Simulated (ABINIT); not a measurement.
# C in ABINIT: the effect of functional

Crystal: C.

```xyz
2
Lattice="0.0000 1.7834 1.7834 1.7834 0.0000 1.7834 1.7834 1.7834 0.0000" Properties=species:S:1:pos:R:3 pbc="T T T"
C     2.6751    2.6751    2.6751
C     1.7834    1.7834    1.7834
```

This isn't the form of C at room conditions, which is graphite.

Alike in all runs:

```yaml
Program: ABINIT 10.8.3 (patched build)
Task: single point
Potentials_or_basis: JTH PAW PBE v2.0
Cutoff: 626 eV
k_mesh: 13 × 13 × 13
Occupations: fermi-dirac, width 0.05 eV
Spin: no spin polarisation
```

```csv
functional,gap on the mesh (eV),pressure (GPa)
PBE,4.14,1.3
LDA,?,?
PBEsol,4.01,-5.4
RPBE,4.14,7.4
BLYP,4.46,10.6
AM05,4.02,-6.6
r2SCAN,4.33,0.6
SCAN,4.46,1.3
revPBE,4.13,5.9
PW91,4.19,0.7
WC,4.06,-5.4
```

What does the run with functional LDA give?

gap on the mesh 4.11 eV; pressure -13.5 GPa.

Caveats: an odd mesh through Γ misses points on the zone boundary, where band edges often lie; the atomic spheres overlap; the PAW data sets were made with another functional, which shifts forces and pressure a little (some runs).
